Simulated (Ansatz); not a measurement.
Runs of Ansatz 0.2.0 on Ga. The structure is monoclinic, space group P2_1/m (No. 11). Conventional cell: a = 2.778 Å, b = 3.282 Å, c = 4.210 Å, α = 90.00°, β = 108.61°, γ = 90.00°. Ga (site symmetry m) is surrounded by 8 Ga at 2.71 to 2.84 Å. This isn't the form of Ga at room conditions, which is orthorhombic.

```csv
task,level,spin,cell,k mesh,points for each segment of the path,gap on the mesh (eV),pressure (GPa),relaxed volume (Å³/atom),largest force (eV/Å)
single point,HSE06,"SOC, no magnetisation",as given,4 × 4 × 3,-,none,0.4,-,0.20
band structure,HSE03,off,as given,5 × 4 × 4,4,none,(a),-,0.02
relaxation of cell and atoms,HSE06,off,relaxed,5 × 4 × 4,-,none,0.0,18.71,-
relaxation of cell and atoms,HSE03,off,relaxed,5 × 4 × 4,-,none,0.0,18.80,-
relaxation of cell and atoms,B3LYP,off,relaxed,5 × 4 × 4,-,none,0.0,20.29,-
band structure,HSE06,off,as given,5 × 4 × 4,4,none,(c),-,(b)
```

Alike in all rows: potentials or basis Ansatz PAW; cutoff (eV) 420; smearing fermi-dirac 0.05 eV; the mesh is coarse, so values aren't converged.

Problem. Fill in the values left out.

Solution. (a) 1.8; (b) 0.03; (c) 1.5.

Caveats: all runs use coarse meshes; the PAW data sets come from PBE, with cores solved anew for the run's functional, which leaves a small shift of forces and pressure; the thresholds are loose for stress (some runs); the plane-wave basis is chosen anew once the cell has moved, so the energies of steps on either side of that aren't comparable (some runs).

A k mesh can miss the band edges, and rows without SOC leave out spin-orbit coupling on Ga.

A gap of «none» marks a metal or a gap under the smearing width.
